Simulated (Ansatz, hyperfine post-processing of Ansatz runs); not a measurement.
# NaLi2MnPCO7: isotropic lines and sites in a paramagnetic 31P spectrum

Calculated values: DFT, PBEsol+U, plane-wave PAW, default files (PAW set soft_2), collinear spin, scalar-relativistic (Ansatz), contact and point-dipole shifts scaled to 340 K with Θ = 0 K (a pure Curie law); spin-only moments, above the ordering temperature.

```cif
data_structure
_symmetry_space_group_name_H-M 'P 1'
_symmetry_Int_Tables_number 1
_cell_length_a 5.1055
_cell_length_b 6.7836
_cell_length_c 8.7693
_cell_angle_alpha 97.181
_cell_angle_beta 92.271
_cell_angle_gamma 90.617
_cell_volume 301.06
loop_
_atom_site_label
_atom_site_type_symbol
_atom_site_fract_x
_atom_site_fract_y
_atom_site_fract_z
_atom_site_occupancy
Mn1 Mn 0.21124 0.22965 0.35731 1
Mn2 Mn 0.78876 0.77035 0.64269 1
P3 P 0.28640 0.74201 0.42225 1
P4 P 0.71360 0.25799 0.57775 1
Na5 Na 0.74669 0.46733 0.22537 1
Na6 Na 0.25331 0.53267 0.77463 1
O7 O 0.80269 0.20978 0.40879 1
O8 O 0.19731 0.79022 0.59121 1
O9 O 0.59215 0.75148 0.42727 1
O10 O 0.40785 0.24852 0.57273 1
O11 O 0.18582 0.53760 0.34639 1
O12 O 0.81418 0.46240 0.65361 1
O13 O 0.17996 0.90128 0.32293 1
O14 O 0.82004 0.09872 0.67707 1
O15 O 0.36900 0.18083 0.13535 1
O16 O 0.63100 0.81917 0.86465 1
O17 O 0.96837 0.24256 0.04001 1
O18 O 0.03163 0.75744 0.95999 1
O19 O 0.68056 0.76774 0.10925 1
O20 O 0.31944 0.23226 0.89075 1
C21 C 0.21325 0.22050 0.02097 1
C22 C 0.78675 0.77950 0.97903 1
Li23 Li 0.79035 0.92047 0.30458 1
Li24 Li 0.20965 0.07953 0.69542 1
Li25 Li 0.31160 0.86191 0.10567 1
Li26 Li 0.68840 0.13809 0.89433 1
```

31P MAS at 9.4 T (162.2 MHz), 20 kHz, 340 K; contact and dipolar shift alone, no orbital or quadrupolar part; lines under 1.5 % of the strongest are left out. NMR lines, with heights relative to the strongest:

```
position (ppm)  intensity
       13515.0        2.6
       13638.4        6.9
       13761.7         15
       13885.0         25
       14008.4         33
       14131.7         27
       14255.0         27
       14378.4         22
       14501.7         43
       14625.0         35
       14748.4         27
       14871.7         41
       14995.0         66
       15118.4        100
       15241.7         81
       15365.0         30
       15488.4        8.9
       15611.7        2.4
```

**Question.** Which lines are isotropic ones rather than spinning sidebands, and which P atoms give them?

Sidebands are spaced by 123 ppm (the spinning rate over the resonance of 162.2 MHz). An isotropic line need not be the tallest: it is the area-weighted centre of its own family of sidebands, and the one that stays put when the rate is changed. Isotropic shifts: 14748 ppm for atom 3 and the 1 atom equivalent to it (4 Mn through links of 118 to 121° (2), 131° (1) and 144° (1)), reduced anisotropy -1102 ppm.

[Logs are printed without paths, hosts, clocks, repeated set-up lines and the standing remarks that a program may print on its own settings, such as how far it seeks lower states.]

[Hosts, paths, dates, database ids (printed as entryN), source tags and the programs' standing remarks are cut or masked in the printed files.]
